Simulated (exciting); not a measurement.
Runs of exciting (release sodium) on CsI. It takes space group Pm-3m (No. 221, cubic). Conventional cell: a = 4.567 Å, b = 4.567 Å, c = 4.567 Å, α = 90.00°, β = 90.00°, γ = 90.00°. Around Cs (site symmetry m-3m) lie 8 I at 3.95 Å. I (site symmetry m-3m) is surrounded by 8 Cs at 3.95 Å. 

```csv
task,level,smearing,outputlevel,gap on the mesh (eV)
band structure,LDA,fermi-dirac 0.05 eV,high,(a)
band structure,PBE,fermi-dirac 0.05 eV,high,3.90
single point,PBE,gaussian 0.011 eV,high,3.90
band structure,PBEsol,fermi-dirac 0.05 eV,normal,3.72
```

Alike in all rows: potentials or basis all-electron LAPW+lo, shipped species files, valence relativity iora*; no spin polarisation; cell as given; k mesh 6 × 6 × 6; rgkmax 9.

Problem. Estimate the missing entries.

Solution. (a) 3.53.

Caveats: spin-orbit coupling is left out, which moves the levels of the heavy elements; the tetrahedron DOS on this energy grid can lose part of the weight of narrow d or f bands (some runs).

A k mesh can miss the band edges, and the runs leave out spin-orbit coupling on Cs, I.
